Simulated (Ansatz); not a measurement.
GaS — ³³S NMR of the central transition

Cell: an entry of the Crystallography Open Database (COD), its atoms then relaxed with PBE in this cell.

Space group P6_3/mmc (No. 194); a = 3.5850, c = 15.5000 Å, γ = 120.00°.

```
site  Wyckoff  site symmetry       x       y       z
  Ga       4f            3m.  0.3333  0.6667  0.1710
   S       4f            3m.  0.3333  0.6667  0.6008
```

One atom of each set is listed.

Level of theory: DFT, PBEsol, plane waves and PAW, scalar-relativistic, 420 eV cutoff, Γ-centred 14×14×3 k-points, Fermi–Dirac smearing 0.02 eV (Ansatz 0.2.0).

³³S has I = 3/2 and Q = -69.40 mb (Pyykkö 2018); at 18.8 T its Larmor frequency is ν₀ = 61.5 MHz. Only the quadrupole interaction is simulated: positions count from each site's isotropic chemical shift, and shift anisotropy, dipolar and J coupling are left out.

Question: Simulate the second-order pattern (static powder, Gaussian broadening 9 kHz) of site S (3 Ga at 2.34 Å).

Answer: The calculation gives C_Q = 9.33 MHz and η = 0.00, so ν_Q = 4.67 MHz and the centre of gravity lies at -576 ppm (-35.4 kHz).

```
offset (kHz)  height
      -129.5       1
      -122.8      32
      -116.1     100
      -109.4      81
      -102.7      57
       -96.0      47
       -89.3      42
       -82.7      38
       -76.0      35
       -69.3      34
       -62.6      32
       -55.9      31
       -49.2      30
       -42.5      29
       -35.9      29
       -29.2      29
       -22.5      28
       -15.8      28
        -9.1      28
        -2.4      27
         4.3      23
        11.0      23
        17.6      24
        24.3      25
        31.0      27
        37.7      29
        44.4      33
        51.1      40
        57.8      57
        64.4      71
        71.1      23
        77.8       1
```

An axis of threefold or higher order runs through S, so V_zz lies along it and η is zero.

Hardware: 1 thread of Intel Xeon 6975P-C (Granite Rapids) (x86_64; 16 cores open to the job, memory cap 3.0 GiB, no GPU), a shared host with a load of 0.7 a core. Wall time 17 s, CPU time 17 s, peak memory 0.64 GiB.
